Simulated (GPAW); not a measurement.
## Local fields in the sheet polarisability of SnS2 (1T monolayer)

Aim: the sheet polarisability of SnS2 (1T monolayer), with and without local fields.

Calculated with GPAW 26.7.0; LDA and many-body steps on it, plane waves.

### 1. Set-up

The cell holds 3 atoms: 1 Sn and 2 S. Its edges and angles: a = 3.613 Å, b = 3.613 Å, c = 13.900 Å, α = 90.0°, β = 90.0°, γ = 120.0°. Vacuum lies along c.

Coordinates:

```cif
data_structure
_symmetry_space_group_name_H-M 'P 1'
_symmetry_Int_Tables_number 1
_cell_length_a 3.6126
_cell_length_b 3.6126
_cell_length_c 13.9000
_cell_angle_alpha 90.000
_cell_angle_beta 90.000
_cell_angle_gamma 120.000
_cell_volume 157.10
loop_
_atom_site_label
_atom_site_type_symbol
_atom_site_fract_x
_atom_site_fract_y
_atom_site_fract_z
_atom_site_occupancy
Sn1 Sn 0.00000 0.00000 0.50000 1
S2 S 0.33333 0.66667 0.60541 1
S3 S 0.66667 0.33333 0.39459 1
```

The structure was relaxed with LDA. The runs that relaxed it are not among those shown.

### 2. Empty states on the mesh, 15×15×1 mesh, 79 bands

This step: GPAW 26.7.0; DFT, LDA, plane waves, PAW.

The sums over transitions need many empty states on a uniform mesh; this step solves for them.

File run.py:

```python
import json
import numpy as np
from gpaw.mpi import world
from gpaw import GPAW

calc = GPAW('gs.gpw').fixed_density(kpts={'size': (15, 15, 1), 'gamma': True},
    nbands=92,
    convergence={'bands': 79},
    txt='nscf.txt')
calc.write('full.gpw', mode='all')
res = {}
kpts = calc.get_ibz_k_points()
res['kpts'] = kpts
res['eigenvalues'] = [calc.get_eigenvalues(kpt=k) for k in range(len(kpts))]
res['n_electrons'] = calc.get_number_of_electrons()

if world.rank == 0:
    with open('result.json', 'w') as f:
        json.dump(res, f, default=lambda x: x.tolist())
```

The run is started by

```console
mpirun -n 16 gpaw python run.py
```

Numbers of over 12 decimals in the logs are rounded to 6 here.

Output:

```text
Diagonalizing LCAO Hamiltonian
Converting LCAO to pw mode
convergence criteria:
- Maximum integral of absolute [eigenst]ate change: 4e-08 eV^2 / valence electron
maximum number of iterations: 100

SCF iterations
|iter     |     time |      energy | eigst |  dens |
|iter:   1|  |             | +3.83 |       |
|iter:   2|  |             | +2.55 |       |
|iter:   3|  |             | +1.51 |       |
[...]
|iter:  11|  |             | -6.38 |       |
|iter:  12|  |             | -7.06 |       |
|iter:  13|  |             | -7.49c|       |
SCF steps: 13
  __  _  _
 | _ |_)|_||  |
 |__||  | ||/\| - 26.7.0

Input parameters:
  mode=PW(ecut=450.000000),
  convergence={'bands': 79},
  gpts=array([18, 18, 70]),
  kpts=MonkhorstPack(size=(15, 15, 1), gamma=True),
  maxiter=100,
  nbands=92,
  occupations=Occupations(name='fermi-dirac', width=0.001, fixmagmom=False),
  parallel={},
  xc=XC(name='LDA')
# Writing to full.gpw (mode='all')
  [... matrices ...]

timing:  # [seconds]
  Total: 0.087  # ━━━━━━━━━━━━━━━━━━━━━━━━━━━━━━━━━━━━━━━━━━━━━━━━━━━━━━━━━━━
```

Elapsed: 17 s, on 16 MPI ranks of Arm Neoverse V2, shared host; peak memory 3.1 GiB.

This step gave:

```yaml
gap: 1.497 eV
k_of_the_valence_top: 0.1333, 0, 0
k_of_the_conduction_bottom: 0.4667, 0, 0
least_direct_gap: 1.778 eV
k_points_computed: 27
lowest_point_of_the_top_converged_band_above_the_valence_top: 31.15 eV
```

On this mesh the gap is 1.497 eV.

### 3. RPA response

The response function is computed on a frequency grid, with local fields up to the given cutoff.

This step: linear response, RPA, on LDA, plane waves, PAW.

File run.py:

```python
import json
import numpy as np
from gpaw.mpi import world
from gpaw.response.df import DielectricFunction

df = DielectricFunction('full.gpw',
    ecut=50,
    nbands=79,
    eta=0.2,
    frequencies={'type': 'nonlinear', 'domega0': 0.05, 'omega2': 10.0},
    intraband=False,
    truncation='2D',
    txt='df.txt')
res = {'optical': {}, 'eels': []}
for d in 'x':
    y0, y = df.get_polarizability(direction=d, xc='RPA', filename=None)
    res['optical'][d] = [y0.real, y0.imag, y.real, y.imag]
res['w'] = df.get_frequencies()
for q_c in [[0.0666666667, 0, 0], [0.2, 0, 0], [0.4666666667, 0, 0], [0.8, 0, 0], [1.2, 0, 0]]:
    res['eels'].append(df.get_eels_spectrum(q_c=q_c, xc='RPA', filename=None))

if world.rank == 0:
    with open('result.json', 'w') as f:
        json.dump(res, f, default=lambda x: x.tolist())
```

The run is started by

```console
mpirun -n 16 gpaw python run.py
```

Output:

```text
Using integrator: PointIntegrator
NonLinearFrequencyDescriptor(from 0.000 to 54.704 eV, 336 points)
Nonperiodic BCs:  [False False  True]
Using integrator: PointIntegrator
NonLinearFrequencyDescriptor(from 0.000 to 54.704 eV, 336 points)
Nonperiodic BCs:  [False False  True]

Calculating chi0 body with:
    Ground state adapter containing:
    Number of spins: 1
    Number of kpoints: 225
    Number of irreducible kpoints: 27
    Number of completely occupied states: 13
    Number of partially occupied states: 13
    Occupied states memory: 4.498901 M / cpu

    Linear response parametrization:
    q_c: [0.0, 0.0, 0.0]
    Number of frequency points: 336
    Planewave cutoff: 50.0
    Number of bands: 79
    Number of planewaves: 125
    Broadening (eta): 0.2
    comm.size: 16
    kncomm.size: 16
    blockcomm.size: 1

    Memory estimate of potentially large arrays:
        chi0_wGG: 80.108642578125 M / cpu
Integrating chi0 body.

Symmetries of q_c:
    Direct symmetries (Uq -> q): 12
    Indirect symmetries (TUq -> q): 0
In total 12 allowed symmetries.

  [... matrices ...]
27 groups of equivalent kpoints. 88.0% reduction.

Integral kind: spectral function

Calculating chi0 optical extensions with:
    Ground state adapter containing:
    Number of spins: 1
    Number of kpoints: 225
    Number of irreducible kpoints: 27
    Number of completely occupied states: 13
    Number of partially occupied states: 13
    Occupied states memory: 4.498901 M / cpu

    Linear response parametrization:
    Number of frequency points: 336
    Planewave cutoff: 50.0
    Number of bands: 79
    Number of planewaves: 125
    Broadening (eta): 0.2
Integrating chi0 head and wings.

Symmetries of q_c:
    Direct symmetries (Uq -> q): 12
    Indirect symmetries (TUq -> q): 0
In total 12 allowed symmetries.

  [... matrices ...]
27 groups of equivalent kpoints. 88.0% reduction.

Integral kind: spectral function wings

Calculating chi0 body with:
    Ground state adapter containing:
    Number of spins: 1
    Number of kpoints: 225
    Number of irreducible kpoints: 27
    Number of completely occupied states: 13
    Number of partially occupied states: 13
    Occupied states memory: 4.498901 M / cpu

    Linear response parametrization:
    q_c: [0.0666666667, 0.0, 0.0]
    Number of frequency points: 336
    Planewave cutoff: 50.0
    Number of bands: 79
    Number of planewaves: 117
    Broadening (eta): 0.2
    comm.size: 16
    kncomm.size: 16
    blockcomm.size: 1

    Memory estimate of potentially large arrays:
        chi0_wGG: 70.182861328125 M / cpu
Integrating chi0 body.

Symmetries of q_c:
    Direct symmetries (Uq -> q): 2
    Indirect symmetries (TUq -> q): 0
In total 2 allowed symmetries.

  [... matrices ...]
120 groups of equivalent kpoints. 46.666667% reduction.

Integral kind: spectral function

[... 4 further calls ...]
```

Run time: 26 s. Hardware: 16 MPI ranks; peak memory 7 GiB; 6.5 min of CPU time.

This step gave:

* static polarisability of the sheet (Å): 3.318
* the same without local fields: 3.799

The static value is 3.32.

The Im polarisability of the sheet has structure finer than the step of the table below, so its rows give means over 1 eV, whole bins alone (the curve runs from 0 to 39.8 eV). Peaks (eV: height): xx, no local fields 4.2: 7.22, 5.0: 7.30; xx, local fields 5.0: 6.32.

RPA, broadening 0.2 eV. The Im polarisability of the sheet by photon energy; means over each step:

```csv
photon energy (eV),"xx, no local fields (Å)","xx, local fields (Å)"
1,0.0963,0.0842
2,0.538,0.488
3,1.97,1.71
4,5.65,4.61
5,6.58,5.75
6,4.79,3.79
7,3.58,3.49
8,1.95,1.86
9,2.02,1.61
10,1.37,1.30
11,0.860,0.862
12,0.660,0.622
13,0.535,0.512
14,0.388,0.433
15,0.281,0.367
16,0.207,0.285
17,0.160,0.220
18,0.134,0.185
19,0.101,0.169
20,0.0859,0.157
21,0.0696,0.145
22,0.0493,0.126
23,0.0477,0.100
24,0.0398,0.0971
25,0.0490,0.0890
26,0.0975,0.112
27,0.136,0.151
28,0.0575,0.0972
29,0.0329,0.0620
30,0.0341,0.0643
31,0.0340,0.0628
32,0.0352,0.0593
33,0.0363,0.0484
34,0.0328,0.0377
35,0.0272,0.0268
36,0.0263,0.0244
37,0.0272,0.0248
38,0.0247,0.0236
39,0.0212,0.0206
```

### 4. RPA response, local-field cutoff (15×15×1 mesh, 79 bands, screening to 100 eV, broadening 0.2 eV)

Changes to run.py since step 3:

```diff
@@ -6,3 +6,3 @@
 df = DielectricFunction('full.gpw',
-    ecut=50,
+    ecut=100,
     nbands=79,
@@ -18,3 +18,3 @@
 res['w'] = df.get_frequencies()
-for q_c in [[0.0666666667, 0, 0], [0.2, 0, 0], [0.4666666667, 0, 0], [0.8, 0, 0], [1.2, 0, 0]]:
+for q_c in [[0.4666666667, 0, 0]]:
     res['eels'].append(df.get_eels_spectrum(q_c=q_c, xc='RPA', filename=None))
```

The run is started by

```console
mpirun -n 16 gpaw python run.py
```

Output:

```text
Using integrator: PointIntegrator
NonLinearFrequencyDescriptor(from 0.000 to 54.704 eV, 336 points)
Nonperiodic BCs:  [False False  True]
Using integrator: PointIntegrator
NonLinearFrequencyDescriptor(from 0.000 to 54.704 eV, 336 points)
Nonperiodic BCs:  [False False  True]

Calculating chi0 body with:
    Ground state adapter containing:
    Number of spins: 1
    Number of kpoints: 225
    Number of irreducible kpoints: 27
    Number of completely occupied states: 13
    Number of partially occupied states: 13
    Occupied states memory: 4.498901 M / cpu

    Linear response parametrization:
    q_c: [0.0, 0.0, 0.0]
    Number of frequency points: 336
    Planewave cutoff: 100.0
    Number of bands: 79
    Number of planewaves: 341
    Broadening (eta): 0.2
    comm.size: 16
    kncomm.size: 16
    blockcomm.size: 1

    Memory estimate of potentially large arrays:
        chi0_wGG: 596.167236328125 M / cpu
Integrating chi0 body.

Symmetries of q_c:
    Direct symmetries (Uq -> q): 12
    Indirect symmetries (TUq -> q): 0
In total 12 allowed symmetries.

  [... matrices ...]
27 groups of equivalent kpoints. 88.0% reduction.

Integral kind: spectral function

Calculating chi0 optical extensions with:
    Ground state adapter containing:
    Number of spins: 1
    Number of kpoints: 225
    Number of irreducible kpoints: 27
    Number of completely occupied states: 13
    Number of partially occupied states: 13
    Occupied states memory: 4.498901 M / cpu

    Linear response parametrization:
    Number of frequency points: 336
    Planewave cutoff: 100.0
    Number of bands: 79
    Number of planewaves: 341
    Broadening (eta): 0.2
Integrating chi0 head and wings.

Symmetries of q_c:
    Direct symmetries (Uq -> q): 12
    Indirect symmetries (TUq -> q): 0
In total 12 allowed symmetries.

  [... matrices ...]
27 groups of equivalent kpoints. 88.0% reduction.

Integral kind: spectral function wings

Calculating chi0 body with:
    Ground state adapter containing:
    Number of spins: 1
    Number of kpoints: 225
    Number of irreducible kpoints: 27
    Number of completely occupied states: 13
    Number of partially occupied states: 13
    Occupied states memory: 4.498901 M / cpu

    Linear response parametrization:
    q_c: [0.4666666667, 0.0, 0.0]
    Number of frequency points: 336
    Planewave cutoff: 100.0
    Number of bands: 79
    Number of planewaves: 362
    Broadening (eta): 0.2
    comm.size: 16
    kncomm.size: 16
    blockcomm.size: 1

    Memory estimate of potentially large arrays:
        chi0_wGG: 671.8564453125 M / cpu
Integrating chi0 body.

Symmetries of q_c:
    Direct symmetries (Uq -> q): 2
    Indirect symmetries (TUq -> q): 0
In total 2 allowed symmetries.

  [... matrices ...]
120 groups of equivalent kpoints. 46.666667% reduction.

Integral kind: spectral function
```

It took 30 s on 16 MPI ranks; peak memory 32 GiB.

This step gave:

| Quantity | Value |
| --- | --- |
| static polarisability of the sheet (Å) | 3.257 |
| the same without local fields | 3.799 |

The static value is 3.26.

### 5. RPA response, fewer bands (15×15×1 mesh, 15 bands, screening to 50 eV, broadening 0.2 eV)

Changes to run.py since step 4:

```diff
@@ -6,4 +6,4 @@
 df = DielectricFunction('full.gpw',
-    ecut=100,
-    nbands=79,
+    ecut=50,
+    nbands=15,
     eta=0.2,
@@ -18,3 +18,3 @@
 res['w'] = df.get_frequencies()
-for q_c in [[0.4666666667, 0, 0]]:
+for q_c in []:
     res['eels'].append(df.get_eels_spectrum(q_c=q_c, xc='RPA', filename=None))
```

The run is started by

```console
mpirun -n 16 gpaw python run.py
```

Output:

```text
Using integrator: PointIntegrator
NonLinearFrequencyDescriptor(from 0.000 to 27.020 eV, 256 points)
Nonperiodic BCs:  [False False  True]
Using integrator: PointIntegrator
NonLinearFrequencyDescriptor(from 0.000 to 27.020 eV, 256 points)
Nonperiodic BCs:  [False False  True]

Calculating chi0 body with:
    Ground state adapter containing:
    Number of spins: 1
    Number of kpoints: 225
    Number of irreducible kpoints: 27
    Number of completely occupied states: 13
    Number of partially occupied states: 13
    Occupied states memory: 4.498901 M / cpu

    Linear response parametrization:
    q_c: [0.0, 0.0, 0.0]
    Number of frequency points: 256
    Planewave cutoff: 50.0
    Number of bands: 15
    Number of planewaves: 125
    Broadening (eta): 0.2
    comm.size: 16
    kncomm.size: 16
    blockcomm.size: 1

    Memory estimate of potentially large arrays:
        chi0_wGG: 61.03515625 M / cpu
Integrating chi0 body.

Symmetries of q_c:
    Direct symmetries (Uq -> q): 12
    Indirect symmetries (TUq -> q): 0
In total 12 allowed symmetries.

  [... matrices ...]
27 groups of equivalent kpoints. 88.0% reduction.

Integral kind: spectral function

Calculating chi0 optical extensions with:
    Ground state adapter containing:
    Number of spins: 1
    Number of kpoints: 225
    Number of irreducible kpoints: 27
    Number of completely occupied states: 13
    Number of partially occupied states: 13
    Occupied states memory: 4.498901 M / cpu

    Linear response parametrization:
    Number of frequency points: 256
    Planewave cutoff: 50.0
    Number of bands: 15
    Number of planewaves: 125
    Broadening (eta): 0.2
Integrating chi0 head and wings.

Symmetries of q_c:
    Direct symmetries (Uq -> q): 12
    Indirect symmetries (TUq -> q): 0
In total 12 allowed symmetries.

  [... matrices ...]
27 groups of equivalent kpoints. 88.0% reduction.

Integral kind: spectral function wings
```

It took 4.1 s on 16 MPI ranks; peak memory 2.1 GiB; 58 s of CPU time.

This step gave:

```yaml
static_polarisability_of_the_sheet_a: 2.588
the_same_without_local_fields: 2.776
```

### 6. RPA response, scissors (15×15×1 mesh, 79 bands, screening to 50 eV, broadening 0.2 eV)

Changes to run.py since step 5:

```diff
@@ -7,3 +7,3 @@
     ecut=50,
-    nbands=15,
+    nbands=79,
     eta=0.2,
@@ -12,2 +12,3 @@
     truncation='2D',
+    eshift=0.5,
     txt='df.txt')
```

The run is started by

```console
mpirun -n 16 gpaw python run.py
```

Output:

```text
Using integrator: PointIntegrator
NonLinearFrequencyDescriptor(from 0.000 to 54.704 eV, 336 points)
Nonperiodic BCs:  [False False  True]
Using integrator: PointIntegrator
NonLinearFrequencyDescriptor(from 0.000 to 54.704 eV, 336 points)
Nonperiodic BCs:  [False False  True]

Calculating chi0 body with:
    Ground state adapter containing:
    Number of spins: 1
    Number of kpoints: 225
    Number of irreducible kpoints: 27
    Number of completely occupied states: 13
    Number of partially occupied states: 13
    Occupied states memory: 4.498901 M / cpu

[...]
Ground state adapter containing:
    Number of spins: 1
    Number of kpoints: 225
    Number of irreducible kpoints: 27
    Number of completely occupied states: 13
    Number of partially occupied states: 13
    Occupied states memory: 4.498901 M / cpu

    Linear response parametrization:
    Number of frequency points: 336
    Planewave cutoff: 50.0
    Number of bands: 79
    Number of planewaves: 125
    Broadening (eta): 0.2
Integrating chi0 head and wings.

Symmetries of q_c:
    Direct symmetries (Uq -> q): 12
    Indirect symmetries (TUq -> q): 0
In total 12 allowed symmetries.

  [... matrices ...]
27 groups of equivalent kpoints. 88.0% reduction.

Integral kind: spectral function wings
```

Run time: 6.2 s. Hardware: 16 MPI ranks; peak memory 6.9 GiB.

Numbers from this step:

```yaml
static_polarisability_of_the_sheet_a: 3.025
the_same_without_local_fields: 3.447
```

The static value is 3.02.

### 7. RPA response, more bands than the file holds (15×15×1 mesh, 237 bands, screening to 30 eV, broadening 0.2 eV)

Changes to run.py since step 6:

```diff
@@ -6,4 +6,4 @@
 df = DielectricFunction('full.gpw',
-    ecut=50,
-    nbands=79,
+    ecut=30,
+    nbands=237,
     eta=0.2,
@@ -12,3 +12,2 @@
     truncation='2D',
-    eshift=0.5,
     txt='df.txt')
```

The run is started by

```console
mpirun -n 16 gpaw python run.py
```

Output:

```text

--- the script ended with ---
AssertionError: (237, 92)
```

It took 12 s on 16 MPI ranks; peak memory 2.4 GiB.

The run stopped with an error after 12 s.

The fault put into this input: more bands than the file holds.

### 8. The runs together

Times are wall times on 16 MPI ranks of Arm Neoverse V2, shared host, good to a factor of about two.

The polarisability of a sheet is α = (ε − 1) L / 4π, with L the height of the cell, and does not depend on L.

```csv
run,static polarisability (Å),without local fields,time
RPA response,3.32,3.80,26 s
"RPA response, local-field cutoff (15×15×1 mesh, 79 bands, screening to 100 eV, broadening 0.2 eV)",3.26,3.80,30 s
"RPA response, fewer bands (15×15×1 mesh, 15 bands, screening to 50 eV, broadening 0.2 eV)",2.59,2.78,4.1 s
"RPA response, scissors (15×15×1 mesh, 79 bands, screening to 50 eV, broadening 0.2 eV)",3.02,3.45,6.2 s
```

### 9. Outcome

```
RPA response                                                                                      : static polarisability (Å) 3.32
RPA response, local-field cutoff (15×15×1 mesh, 79 bands, screening to 100 eV, broadening 0.2 eV) : static polarisability (Å) 3.26
RPA response, fewer bands (15×15×1 mesh, 15 bands, screening to 50 eV, broadening 0.2 eV)         : static polarisability (Å) 2.59
RPA response, scissors (15×15×1 mesh, 79 bands, screening to 50 eV, broadening 0.2 eV)            : static polarisability (Å) 3.02
```

**Reading.** In the optical limit the electronic static polarisability (Å) is 3.32, against 3.80 without local fields. RPA response, local-field cutoff (15×15×1 mesh, 79 bands, screening to 100 eV, broadening 0.2 eV): static polarisability (Å) = 3.26. RPA response, fewer bands (15×15×1 mesh, 15 bands, screening to 50 eV, broadening 0.2 eV): static polarisability (Å) = 2.59. RPA response, scissors (15×15×1 mesh, 79 bands, screening to 50 eV, broadening 0.2 eV): static polarisability (Å) = 3.02. ε(0) converges slowly with a Γ-centred mesh, and this one is not shown settled. Unless a shift is named, the levels are those of the density functional, and only a kernel with a long-range part can bind an exciton.

[Paths, hosts, dates, memory and timing lines, banners, echoed tables and standing remarks are left out of the program output.]

[Logs are printed without paths, hosts, clocks, repeated set-up lines and the standing remarks that a program may print on its own settings, such as how far it seeks lower states.]

[Runs of the session that timed out or met a known fault of the program may be left out.]

[Hosts, paths, dates, database ids (printed as entryN), source tags and the programs' standing remarks are cut or masked in the printed files.]
